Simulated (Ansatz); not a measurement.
# MoS2 under changes of volume

One of the cells (18.982 Å³/atom); the others are scaled copies at fixed shape and fractional positions:

```xyz
3
Lattice="3.2275 0.0000 0.0000 -1.6137 2.7951 0.0000 0.0000 0.0000 6.3125" Properties=species:S:1:pos:R:3 pbc="T T T"
Mo    0.0000    0.0000    3.1562
S     1.6137    0.9317    4.7008
S     0.0000    1.8634    1.6117
```

Measurements of this composition are mostly on another form, of space group No. 194.

```yaml
Program: Ansatz 0.2.0
Functional: BLYP
Dispersion: D4
Potentials_or_basis: Ansatz PAW
Cutoff: "420 eV (not typed: the program's choice for these potentials)"
k_mesh: 9 × 9 × 4
Occupations: fermi-dirac, width 0.05 eV
Spin: no spin polarisation
```

```tsv
volume (Å³/atom)	energy over the lowest point (meV/atom)	pressure (GPa)	largest force (eV/Å)
17.843	41.52	10.9	1.712
18.222	20.10	7.3	1.320
18.602	6.56	4.2	0.956
18.982	?	?	?
19.361	0.00	-1.2	0.306
19.741	5.61	-3.5	0.016
20.120	16.34	-5.5	0.253
```

What does the run at 18.982 Å³/atom give?

Energy over the lowest point 0.10 meV/atom; pressure 1.4 GPa; largest force 0.619 eV/Å.

Worked out: A Birch-Murnaghan fit of order 3 (a polynomial in V^(-2/3)) to the other rows has its minimum at 19.18 Å³/atom with B0 = V·E''(V) = 128 GPa and B' = 4.4 at fixed shape and positions, which overstates the stiffness. It gives 0.09 meV/atom at 18.982 Å³/atom, against the run's 0.10, and -dE/dV = 1.3 GPa, against 1.4.

Energies are extrapolated to zero smearing.

Caveats: the PAW data sets come from PBE, with cores solved anew for the run's functional, which leaves a small shift of forces and pressure; forces of over 1 eV/Å show positions far from the minimum, so gaps and moduli don't describe the material at rest (some runs).
